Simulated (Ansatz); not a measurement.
Band structure of MgO

```
CELL_PARAMETERS angstrom
3.31458 0.00000 0.00000
-1.65729 2.87051 0.00000
0.00000 0.00000 5.12189
ATOMIC_POSITIONS crystal
Mg 0.33333 0.66667 0.99207
Mg 0.66667 0.33333 0.49207
O 0.33333 0.66667 0.38393
O 0.66667 0.33333 0.88393
```

Atoms are numbered in the order listed.

The cell was built from the wurtzite type and relaxed in the same program, and has space group P6_3mc; it needn't be a known or the stable phase.

Level of theory: Ansatz 0.2.0, DFT, PBE, all-electron LAPW, scalar-relativistic.

Settings: a Γ-centred 15×15×8 k mesh, Fermi–Dirac smearing of 0.08 eV, basis error target 1 meV/atom, no spin polarisation.

Points in fractions of the reciprocal vectors of this cell: Γ (0, 0, 0), M (0.5, 0, 0), K (0.333, 0.333, 0), A (0, 0, 0.5), L (0.5, 0, 0.5), H (0.333, 0.333, 0.5). The path joins them by straight lines in the order Γ–M–K–Γ–A–L–H–A–L; legs that retrace an earlier one aren't tabulated. Energies are in eV from the top of the valence band.

List the levels at H between -5 and 5 eV.

-2.44 (×2), -1.95 (×2), -0.34 (×2).

List the levels at L between -5 and 5 eV.

-2.95 (×2), -0.78 (×2), -0.65 (×2).

List the levels at M between -5 and 5 eV.

-2.92, -2.09, -1.61, -1.11, -0.74, -0.42.

What is the band gap?

3.40 eV, direct at Γ.
